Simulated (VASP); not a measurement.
# Rb (Fm-3m) in VASP: further runs, part 2 of 2

VASP 6.6.1. Earlier steps stand in the parts before.

## Step 6: Single point, r2SCAN

File INCAR:

```
  PREC = Accurate
  ENCUT = 450
  EDIFF = 1E-6
  ISMEAR = -1
  SIGMA = 0.15
  LREAL = F
  LASPH = T
  NELM = 100
  ALGO = Normal
  ISIF = 2
  LWAVE = F
  LCHARG = F
  METAGGA = R2SCAN
  LMIXTAU = T
  ADDGRID = F
```

File KPOINTS:

```
Automatic mesh
0
Gamma
  3 3 3
```

File POSCAR:

```
Rb
1.0
    0.0000000000      3.6398846700      3.6398846700
    3.6398846700      0.0000000000      3.6398846700
    3.6398846700      3.6398846700      0.0000000000
Rb
1
Direct
    0.0000000000      0.0000000000      0.0000000000
```

Potentials or basis: VASP PAW PBE potentials, release 64 (Rb_sv).

On the command line:

```console
> cat potpaw_PBE.64/Rb_sv/POTCAR > POTCAR
> mpirun -np 1 vasp_std > vasp.out
```

OUTCAR:

```text
PREC = Accurate
   ENCUT = 450
   EDIFF = 1E-6
   ISMEAR = -1
   LREAL = F
   LASPH = T
   NELM = 100
   ISIF = 2
   METAGGA = R2SCAN

 Found      4 irreducible k-points:

 Following reciprocal coordinates:
            Coordinates               Weight
  0.000000  0.000000  0.000000      1.000000
  0.333333  0.000000  0.000000      8.000000
  0.333333  0.333333  0.000000      6.000000
 -0.333333  0.333333  0.000000     12.000000
   k-points           NKPTS =      4   k-points in BZ     NKDIM =      4   number of bands    NBANDS=      8
   number of dos      NEDOS =    301   number of ions     NIONS =      1
   total plane-waves  NPLWV =  46656
   dimension x,y,z NGX =    36 NGY =   36 NGZ =   36
   dimension x,y,z NGXF=    72 NGYF=   72 NGZF=   72
   ions per type =               1
   NGX,Y,Z   is equivalent  to a cutoff of  11.63, 11.63, 11.63 a.u.
   NGXF,Y,Z  is equivalent  to a cutoff of  23.25, 23.25, 23.25 a.u.
 SYSTEM =  unknown system
   PREC   = accura    normal or accurate (medium, high low for compatibility)
   ISTART =      0    job   : 0-new  1-cont  2-samecut
   ICHARG =      2    charge: 1-file 2-atom 10-const
   ISPIN  =      1    spin polarized calculation?
   LNONCOLLINEAR =      F non collinear calculations
   LSORBIT =      F    spin-orbit coupling
   LASPH  =      T    aspherical Exc in radial PAW
   ENCUT  =  450.0 eV  33.07 Ry    5.75 a.u.   8.90  8.90  8.90*2*pi/ulx,y,z
   NELM   =    100;   NELMIN=  2; NELMDL= -5     # of ELM steps
   EDIFF  = 0.1E-05   stopping-criterion for ELM
   LREAL  =      F    real-space projection
   EDIFFG = 0.1E-04   stopping-criterion for IOM
   NSW    =      0    number of steps for IOM
   IBRION =     -1    ionic relax: 0-MD 1-quasi-New 2-CG
   NFREE  =      0    steps in history (QN), initial steepest desc. (CG)
   ISIF   =      2    stress and relaxation
   ISYM   =      2    0-nonsym 1-usesym 2-fastsym
   POTIM  = 0.5000    time-step for ionic-motion
   TEBEG  =    0.0;   TEEND  =   0.0 temperature during run
   PSTRESS=    0.0 pullay stress
   NELECT =       9.0000    total number of electrons
   NUPDOWN=      -1.0000    fix difference up-down
   EMIN   =  10.00;   EMAX   =-10.00  energy-range for DOS
   EFERMI =   0.00;   METHOD = LEGACY
   ISMEAR =    -1;   SIGMA  =   0.15  broadening in eV -4-tet -1-fermi 0-gaus
   EFERMI_NEDOS =   21; number of points for ismear=-14 and -15
   IALGO  =     38    algorithm
   IMIX   =      4    mixing-type and parameters
     AMIX     =   0.40;   BMIX     =  1.00
     AMIX_MAG =   1.60;   BMIX_MAG =  1.00
  volume/ion in A,a.u.               =      96.45       650.86
  Fermi-wavevector in a.u.,A,eV,Ry     =   0.742548  1.403213  7.501953  0.551378
  Thomas-Fermi vector in A             =   1.837453
   LORBIT       =      0    0 simple, 1 ext, 2 COOP (PROOUT), +10 PAW based schemes
   METAGGA = R2SCAN    functional components
   LHFCALC =     F    Hartree Fock is set to
   AEXX    =    0.0000 exact exchange contribution
   IVDW    =     0    specifies the selected vdW correction
   LEPSILON=     F    determine dielectric tensor
   LRPA    =     F    only Hartree local field effects (RPA)
 non-spin polarized calculation
  energy-cutoff  :      450.00
  volume of cell :       96.45
 maximum number of plane-waves:      2091
   NGX = 17   NGY = 17   NGZ = 17

 number of electron       9.0000000 magnetization

 Free energy of the ion-electron system (eV)
  ---------------------------------------------------
  ext. energy  EPLUGINS =         0.00000000
  ---------------------------------------------------
  free energy    TOTEN  =       -14.02072080 eV

  energy without entropy =      -13.97425862  energy(sigma->0) =      -13.99748971

 E-fermi :  -0.3599     XC(G=0):  -5.5841

 val. band max:       -0.5514060413   @ k =   0.3333   0.3333   0.0000
 cond. band min:       0.6884455492   @ k =  -0.3333   0.3333   0.0000
 fundamental gap:      1.2398515905
 Fermi energy:        -0.3598605852

 k-point     1 :       0.0000    0.0000    0.0000
  band No.  band energies     occupation
      1     -30.1652      2.00000
      2     -13.6592      2.00000
      3     -13.6592      2.00000
      4     -13.6592      2.00000
      5      -2.0800      1.99998
      6       3.8944      0.00000
      7       3.8944      0.00000
      8       3.8944      0.00000

 k-point     2 :       0.3333    0.0000    0.0000
  band No.  band energies     occupation
      1     -30.1629      2.00000
      2     -13.7196      2.00000
      3     -13.6673      2.00000
      4     -13.6673      2.00000
      5      -0.9073      1.94932
      6       1.7382      0.00000
      7       3.8097      0.00000
      8       3.8097      0.00000

 k-point     3 :       0.3333    0.3333    0.0000
  band No.  band energies     occupation
      1     -30.1621      2.00000
      2     -13.7165      2.00000
      3     -13.6809      2.00000
      4     -13.6809      2.00000
      5      -0.5514      1.56387
      6       2.2600      0.00000
      7       2.4941      0.00000
      8       4.2768      0.00000

 k-point     4 :      -0.3333    0.3333    0.0000
  band No.  band energies     occupation
      1     -30.1613      2.00000
      2     -13.7130      2.00000
      3     -13.7124      2.00000
      4     -13.6782      2.00000
      5       0.6884      0.00184
      6       1.5308      0.00001
      7       1.5360      0.00001
      8       4.0820      0.00000

------------------------ aborting loop because EDIFF is reached ----------------------------------------

  FORCE on cell =-STRESS in cart. coord.  units (eV):
  Direction    XX          YY          ZZ          XY          YZ          ZX
  --------------------------------------------------------------------------------------
  -------------------------------------------------------------------------------------
  Total       -0.0505962     -0.0505962     -0.0505962     -0.0000000     -0.0000000      0.0000000
  in kB       -0.8404955     -0.8404955     -0.8404955     -0.0000000     -0.0000000      0.0000000
  external PRESSURE =      -0.8404955 kB  Pullay stress =       0.0000000 kB

 VOLUME and BASIS-vectors are now :
 -----------------------------------------------------------------------------
  energy-cutoff  :      450.00
  volume of cell :       96.45
      direct lattice vectors                 reciprocal lattice vectors
     0.000000000  3.639884670  3.639884670    -0.137366990  0.137366990  0.137366990
     3.639884670  0.000000000  3.639884670     0.137366990 -0.137366990  0.137366990
     3.639884670  3.639884670  0.000000000     0.137366990  0.137366990 -0.137366990

 POSITION                                       TOTAL-FORCE (eV/Angst)
 -----------------------------------------------------------------------------------
      0.00000      0.00000      0.00000         0.000000     -0.000000     -0.000000
 -----------------------------------------------------------------------------------
    total drift:                               -0.000000     -0.000000      0.000000

  FREE ENERGIE OF THE ION-ELECTRON SYSTEM (eV)
  ---------------------------------------------------
  free  energy   TOTEN  =       -14.0207207962 eV

  energy  without entropy=      -13.9742586183  energy(sigma->0) =      -13.99748971
```

OSZICAR:

```text
N       E                     dE             d eps       ncg     rms          rms(c)
DAV:   1     0.312355955995E+02    0.31236E+02   -0.31421E+03    64   0.739E+02
DAV:   2    -0.137975832682E+02   -0.45033E+02   -0.44451E+02    80   0.134E+02
DAV:   3    -0.169737388931E+02   -0.31762E+01   -0.31758E+01    88   0.396E+01
[... 24 lines left out ...]
DAV:  28    -0.140207208077E+02   -0.81200E-05   -0.71722E-06    64   0.374E-02    0.337E-03
DAV:  29    -0.140207253774E+02   -0.45698E-05   -0.87639E-07    80   0.851E-03    0.283E-03
DAV:  30    -0.140207226125E+02    0.27649E-05   -0.33406E-06    64   0.184E-02    0.242E-03
DAV:  31    -0.140207208720E+02    0.17404E-05   -0.55490E-06    64   0.244E-02    0.172E-03
DAV:  32    -0.140207207962E+02    0.75892E-07   -0.24148E-08    48   0.113E-03
   1 F= -.14020721E+02 E0= -.13997490E+02  d E =-.464622E-01
```

stdout:

```text
POSCAR found type information on POSCAR Rb
 POSCAR found :  1 types and       1 ions
 scaLAPACK will be used
 -----------------------------------------------------------------------------
|                                                                             |
|                                                                             |
|     You enforced a specific xc type in the INCAR file but a different       |
|     I HOPE YOU KNOW WHAT YOU ARE DOING!                                     |
|                                                                             |
 -----------------------------------------------------------------------------

 LDA part: xc-table for (None), standard interpolation
 POSCAR, INCAR and KPOINTS ok, starting setup
 FFT: planning ... GRIDC
 FFT: planning ... GRID_SOFT
 FFT: planning ... GRID
 WAVECAR not read
 entering main loop
```

It took 20 s on 1 thread of Intel Xeon 6975P-C (Granite Rapids), shared host; peak memory 0.21 GiB.

These settings aren't checked as converged: the numbers below hold their error.

Results:

* Free energy: -14.0207 eV
* Pressure: -0.1 GPa
* Band gap on the k mesh: none (metal or under the smearing width)

Caveat: the k mesh is coarse (spacing up to 0.50 Å⁻¹), so the values aren't converged; the PAW data sets were made with another functional, which shifts forces and pressure a little.
